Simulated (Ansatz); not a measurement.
Crystal: Ge.

```
Ge
1.0
    -1.60842    1.60842    1.87318
     1.60842   -1.60842    1.87318
     1.60842    1.60842   -1.87318
Ge
1
Direct
  0.50000 0.50000 0.00000
```

The cell was built by a generator and needn't be a form met in nature.

Below is the output of Ansatz 0.2.0 for this cell. Logs are shortened: lines on timing, memory, paths and dates and some standing lists are left out, and cuts for length are marked.

```text
Warning: output.stress: scf.convergence.dr2_threshold = 1e-7 eV (the SCF's general default) is looser than the 1e-10 eV advised for a printed stress (1e-10 eV for each atom of the cell: 1). What an SCF threshold leaves in a stress goes as its square root, and in the free energy as the threshold itself, and one threshold admits the most on a small cell: of the crystals measured, under no hybrid functional and no lock of the moments, on runs that ended without the residual-converged pass, on stresses that held no estimate of that error, the worst erred by over 100 MPa in a component at 1e-7 eV an atom and by under 5 at 1e-10. Set scf.convergence.dr2_threshold to 1e-10 eV or tighter. The threshold is an SCF's pass mark: one that does not reach it within its budget of iterations ends unconverged, or closes short of it on a stop that the run arms, and scf.convergence.dr2_threshold's page says what that costs each kind of run
Warning: output.stress: scf.exx.energy_threshold = 1e-6 eV is looser than the 1e-8 eV advised for a stress under a hybrid functional (1e-8 eV for each atom of the cell: 1). Every SCF of the exchange loop can meet its threshold on dr2 while the loop round them stops early: no threshold on dr2 bounds what that leaves in the stress. Set scf.exx.energy_threshold to 1e-8 eV or tighter. The threshold is the loop's pass mark: a loop that does not reach it within its budget of cycles ends unconverged, and scf.exx.energy_threshold's page has the law
scf.n_extra_bands = 6 over 7 filled bands (N_el = 14.0): the run solves 13 bands
GPUs: using 1 of 1 available (devices: 1).
Engine: ansatz 0.2.0, x86_64-unknown-linux-gnu
Pseudopotentials: kind: paw
Pseudopotential: Ge, paw, valence charge 14, recommended cutoff 420 eV (normal), Ge.paw.azcp
Functional definition: unnamed
  parameter a_1 = 0.25
  parameter omega_1 = 0.3/angstrom
  exchange = pbe_x + (-a_1)*pbe_x_sr(omega_1) + a_1*exact_x_sr(omega_1)
  correlation = pbe_c
device memory: the entry about to start is reckoned to put 0.4 GiB on a device that reports 49.5 GiB free (of which the cap on the GPU budget leaves the run 18.0 GiB)
GPU FFT provider: cuFFT
GPU libraries: cuBLAS 13.8.2, cuFFT 12.4.0, cuSOLVER 12.3.4
Crystal: 1 atoms, lattice volume = 19.384 Å³
Basis set: ecut = 420 eV, 363 PW (Γ), exchange–correlation on 40×40×40 points (8 copies of the dense FFT grid, shifted against one another)
Bands: 13, of which v1, the nominal top of the filled ones, is band 7 counted from 1 (6 counted from 0)
Symmetry: 16 space group operations
Space group: I4/mmm (ITA 139), of the structure as read, at distance tolerance 2.7e-5 Å
k-points: 30 of 216
Non-local potential: Ge, projectors of the file, l = 0: 2, l = 1: 2, l = 2: 3, l = 3: 1
PAW form: soft (Blöchl's): semilocal exchange-correlation on the pseudo side does not see the compensation charge
PAW frozen core: Ge, regenerated for the run's functional, and the local potential with it (the file was generated under x = pbe(κ = 0.804, μ = 0.2195149727645171), c = pbe(β = 0.06672455060314922))
PAW one-centre angular grid: Ge, 590 points (default); XC on 64 Gauss nodes
Initial density: superposition of atomic densities (neutral atoms: chi_scale 0, normalization atom), corrected by the library's trained network
Initial wavefunctions: pseudopotential atomic-orbital guess
GPU buffer pool allocated for 8000 grid points (all kernels)
GPU transforms: local potential and band sums: pruned to the plane-wave sphere, on 20×20×20
[... 48 lines left out ...]
Free energy (F): -4295.351251 eV
Frozen-core exchange: fock
Harris-Foulkes:  -4295.351251 eV  (|F-HF|=2.83e-9)
Internal energy: -4295.347736 eV  (E = F + TS)
E sigma→0 (E₀):  -4295.349494 eV
Entropy (-TS):   -0.003515 eV (-3.515 meV/atom)
Fermi energy:    10.758133 eV
--- Per-component energies (eV) ---
  E_band       = -153.162573
  E_kinetic    = 108.824878
  E_local      = -2150.426871  (includes V_loc(G=0)·N_el)
  E_nonlocal   = 415.397291
  E_hartree    = 940.315715
  E_xc         = -61.981767
  E_vxc        = -52.648182  (∫ρ·V_xc dr)
  E_exx        = -51.681478  (= α·E_x^exact, valence–valence)
  E_paw        = -1978.253578  (= ΣΔE_a)
  E_vpaw       = -251.578884  (= ΣTr[D̂ρ^β])
  E_aug_tail   = 0.000323  (compensation charges beyond the density's cutoff)
  E_ewald      = -1517.167428
  E_core_change = -0.374821  (= ΣΔE_core)
  E_smearing   = -0.003515  (= −TS)
  E_closure    = -0.000000  (closes the sum)
  Σ components = -4295.351251   (vs F -4295.351251, Δ=0.00e0)
--- Forces (eV/Å), atoms counted from 1 ---
  atom   1  Ge    -0.00000000     0.00000000     0.00000000
  max |Σ_I F_I| component: 6.31e-30 eV/Å
--- Stress (GPa, compression-positive) ---
        2.216313       0.000000       0.000000
        0.000000       2.216313      -0.000000
        0.000000       0.000000      -7.950086
  P = ⅓ Tr σ = -1.1725 GPa (-11.725 kbar)
--- Band table (eV; the first three rows and the last of 30) ---
  k-point 0: bands = ["-17.3149", "-17.3149", "-17.2929", "-17.2605", "-17.2271", "-3.6626", "20.1255", "20.4602", "20.4602", "25.2323", "25.2323", "26.6437", "26.9160"]
  k-point 1: bands = ["-17.3244", "-17.2922", "-17.2831", "-17.2534", "-17.2304", "-2.7798", "16.9201", "17.6511", "18.7229", "22.0815", "22.8871", "28.2039", "29.1570"]
  k-point 2: bands = ["-17.3434", "-17.3043", "-17.2390", "-17.2261", "-17.2186", "-0.1393", "10.4513", "15.1346", "16.6364", "19.7691", "19.8270", "31.0270", "32.8749"]
  k-point 29: bands = ["-17.3389", "-17.3194", "-17.2137", "-17.1964", "-17.1964", "7.0085", "8.0156", "11.5609", "11.5609", "15.4431", "16.2076", "38.2643", "38.5448"]
```

Question: What input gives this log?

Answer: Band structure with HSE03, no spin polarisation. The files as run (others can give the same):

input
```
crystal:
  lattice:
    - [-1.60842, 1.60842, 1.87318]
    - [1.60842, -1.60842, 1.87318]
    - [1.60842, 1.60842, -1.87318]
  atoms:
    - { symbol: Ge, position: [0.5, 0.5, 0.0] }
hamiltonian:
  xc: { exchange: pbe, correlation: pbe, exx: { coeff: 0.25, omega: 0.3 } }
  pseudopotentials: { kind: paw }
kpoints:
  mp_grid: { grid: [6, 6, 6] }
  band_path:
    path:
      - [[0.0, 0.0, 0.0], [0.0, 0.0, 0.5], [-0.3686463256, 0.3686463256, 0.5], [-0.4343231628, 0.4343231628, 0.4343231628], [0.0, 0.0, 0.0], [0.5, 0.5, -0.5], [0.4343231628, 0.5656768372, -0.4343231628], [0.0, 0.5, 0.0], [0.25, 0.25, 0.25], [0.5, 0.5, -0.3686463256], [0.5, 0.5, -0.5]]
      - [[0.0, 0.0, 0.5], [0.25, 0.25, 0.25]]
    npoints: 4
scf:
  occupations: { method: fermi_dirac, width: 0.05 }
  n_extra_bands: 6
output:
  forces: true
  stress: true
  eigenvalues: true
  fatbands: false
```

Caveat: the k mesh is coarse (spacing up to 0.46 Å⁻¹), so the values aren't converged, least of all with exact exchange; the PAW data sets come from PBE, with cores solved anew for the run's functional, which leaves a small shift of forces and pressure; the thresholds are loose for stress.
